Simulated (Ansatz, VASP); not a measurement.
## One calculation of Mo6H, two programs

File INCAR:

```
  ALGO = Normal
  EDIFF = 1E-7
  ENCUT = 520
  GGA = PE
  ISIF = 2
  ISMEAR = 0
  LASPH = True
  LCHARG = False
  LREAL = False
  LWAVE = False
  NBANDS = 52
  NELM = 80
  PREC = Accurate
  SIGMA = 0.2
```

File KPOINTS:

```
k-points
0
Gamma
  6 6 2
```

POSCAR

```
Mo6H
1.0
    3.1808378261      0.0000000000      0.0000000000
    0.0000000000      3.1808378261      0.0000000000
    0.0000000000      0.0000000000      9.6811275061
H Mo
1 6
Direct
    0.0000000000      0.0000000000      1.0000000000
    0.5000000000      0.0000000000      0.5788700368
    0.0000000000      0.5000000000      0.4211299632
    0.0000000000      0.5000000000      0.0993383353
    0.5000000000      0.0000000000      0.9006616647
    0.0000000000      0.5000000000      0.7446477483
    0.5000000000      0.0000000000      0.2553522517
```

Input for Ansatz:

```yaml
crystal:
  lattice:
    - [3.1808378261, 0.0, 0.0]
    - [0.0, 3.1808378261, 0.0]
    - [0.0, 0.0, 9.6811275061]
  atoms:
    - { symbol: H, position: [0.0, 0.0, 1.0] }
    - { symbol: Mo, position: [0.5, 0.0, 0.5788700368] }
    - { symbol: Mo, position: [0.0, 0.5, 0.4211299632] }
    - { symbol: Mo, position: [0.0, 0.5, 0.0993383353] }
    - { symbol: Mo, position: [0.5, 0.0, 0.9006616647] }
    - { symbol: Mo, position: [0.0, 0.5, 0.7446477483] }
    - { symbol: Mo, position: [0.5, 0.0, 0.2553522517] }
basis:
  ecutwfc: 420
kpoints:
  mp_grid: { grid: [6, 6, 2] }
hamiltonian:
  xc: pbe
scf:
  occupations: { method: gaussian, width: 0.2 }
  lower_state_search: "off"
output:
  forces: true
  stress: true
  eigenvalues: true
```

Alike in both runs: task single point; functional PBE; k mesh 6 × 6 × 2; occupations gaussian, width 0.2 eV; no spin polarisation.

|  | VASP | Ansatz |
| --- | --- | --- |
| version | VASP 6.6.1 | Ansatz 0.2.0 |
| potentials or method | VASP PAW PBE potentials, release 64 (H, Mo_sv) | scalar-relativistic, plane waves, PAW |
| plane-wave cutoff (eV) | 520 | 420 |
| valence electrons in the cell | 85 | 85 |

```csv
,VASP,Ansatz,Ansatz less VASP
gap on the k mesh at the Fermi level (eV),none,none,-
pressure (GPa),0.5,0.1,-0.45
largest component of the traceless stress (GPa),0.14,0.12,-0.018
rms of the force components (eV/Å),0.048,0.046,-0.0017
```

Atom by atom the forces differ by 0.002 eV/Å (rms over components). A gap of «none» marks a metal or a gap that the smearing closes.
